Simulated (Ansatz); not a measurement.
GaN (started from an entry of an open crystallographic database), 4 atoms and 36 valence electrons in a cell of about 45 Å³, was run 9 times in Ansatz 0.2.0, each time on 4 threads of Arm Neoverse N1, with other jobs on the host.

```json
{"run": "G0W0, PBE, 73 empty bands, 80 eV", "k mesh": "6×6×4", "irreducible k": "21", "cutoff (eV)": "420", "plane waves": "893", "bands": "22", "SCF iterations": "6", "wall time": "44 s", "peak host memory (GiB)": "0.4"}
{"run": "G0W0, PBE, 171 empty bands, 140 eV", "k mesh": "6×6×4", "irreducible k": "21", "cutoff (eV)": "420", "plane waves": "893", "bands": "22", "SCF iterations": "6", "wall time": "2.9 min", "peak host memory (GiB)": "0.68"}
{"run": "G0W0, PBE, 314 empty bands, 210 eV", "k mesh": "6×6×4", "irreducible k": "21", "cutoff (eV)": "420", "plane waves": "893", "bands": "22", "SCF iterations": "6", "wall time": "13 min", "peak host memory (GiB)": "0.86"}
{"run": "G0W0, HSE06, 171 empty bands, 140 eV", "k mesh": "6×6×4", "irreducible k": "21", "cutoff (eV)": "420", "plane waves": "893", "bands": "22", "SCF iterations": "13", "wall time": "4.8 min", "peak host memory (GiB)": "1.3"}
{"run": "G0W0, LDA, 171 empty bands, 140 eV", "k mesh": "6×6×4", "irreducible k": "21", "cutoff (eV)": "420", "plane waves": "893", "bands": "22", "SCF iterations": "6", "wall time": "2.9 min", "peak host memory (GiB)": "0.68"}
{"run": "G0W0, r2SCAN, 171 empty bands, 140 eV", "k mesh": "6×6×4", "irreducible k": "21", "cutoff (eV)": "500", "plane waves": "1129", "bands": "22", "SCF iterations": "8", "wall time": "3.3 min", "peak host memory (GiB)": "0.8"}
{"run": "G0W0, PBE, 171 empty bands, 140 eV, plasmon pole", "k mesh": "6×6×4", "irreducible k": "21", "cutoff (eV)": "420", "plane waves": "893", "bands": "22", "SCF iterations": "6", "wall time": "2.2 min", "peak host memory (GiB)": "0.79"}
{"run": "G0W0, PBE, 73 empty bands, 80 eV", "k mesh": "9×9×4", "irreducible k": "36", "cutoff (eV)": "420", "plane waves": "893", "bands": "22", "SCF iterations": "6", "wall time": "2.9 min", "peak host memory (GiB)": "0.43"}
{"run": "G0W0, PBE, 171 empty bands, 140 eV, norm-conserving", "k mesh": "6×6×4", "irreducible k": "21", "cutoff (eV)": "1240", "plane waves": "4523", "bands": "22", "SCF iterations": "8", "wall time": "5.7 min", "peak host memory (GiB)": "1.3"}
```

The slowest run (G0W0, PBE, 314 empty bands, 210 eV) took about 18 times as long as the quickest (G0W0, PBE, 73 empty bands, 80 eV).

With a shallow d shell on the cation, G0W0 converges slowly in bands and cutoff, so these values are in doubt.
